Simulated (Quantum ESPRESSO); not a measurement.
Runs of Quantum ESPRESSO 7.5 on In. The structure is tetragonal, space group I4/mmm (No. 139). The conventional cell has a = 3.251 Å, b = 3.251 Å, c = 4.947 Å, α = 90.00°, β = 90.00°, γ = 90.00°. In (site symmetry 4/mmm) is surrounded by 12 In at 3.25 to 3.38 Å. 

```tsv
task	level	potentials or basis	cell	k mesh	cutoff (eV)	smearing	q mesh	mesh quality	gap on the mesh (eV)	pressure (GPa)
single point	PBE	SSSP 1.3 efficiency PBE	as given	11 × 11 × 11	748	fermi-dirac 0.05 eV	-	not flagged	none	(a)
phonons	PW91	SG15 PBE 1.2	relaxed	9 × 9 × 9	952	gaussian 0.2 eV	-	not flagged	none	0.1
single point	PBE	PseudoDojo 0.4.1 SR LDA standard	as given	6 × 6 × 6	952	fermi-dirac 0.05 eV	-	coarse	none	1.2
phonons	PBE	PseudoDojo 0.4.1 SR PBE standard	relaxed	8 × 8 × 8, shifted	952	gaussian 0.272 eV	-	coarse	none	0.1
phonons and electron-phonon coupling	PBE	SPMS 1.0 PBE	relaxed	8 × 8 × 8	857	methfessel-paxton 0.272 eV	4 × 4 × 4	coarse	none	0.0
```

Alike in all rows: no spin polarisation.

Q: Estimate the missing entries.

A: (a) 2.0.

Caveats: some runs use coarse meshes; the potentials were made for another functional, which shifts forces and pressure (some runs); the mesh is thin for the phonons of a metal (some runs); the q point doesn't lie on the k mesh, which can shift a metal's frequencies strongly unless the mesh is converged (some runs); λ from interpolated matrix elements is rough: modes that symmetry makes equal can differ by tens of percent (some runs).

A k mesh can miss the band edges, and the runs leave out spin-orbit coupling on In.

A gap of «none» marks a metal or a gap under the smearing width.

Not every run made on this cell is shown here.
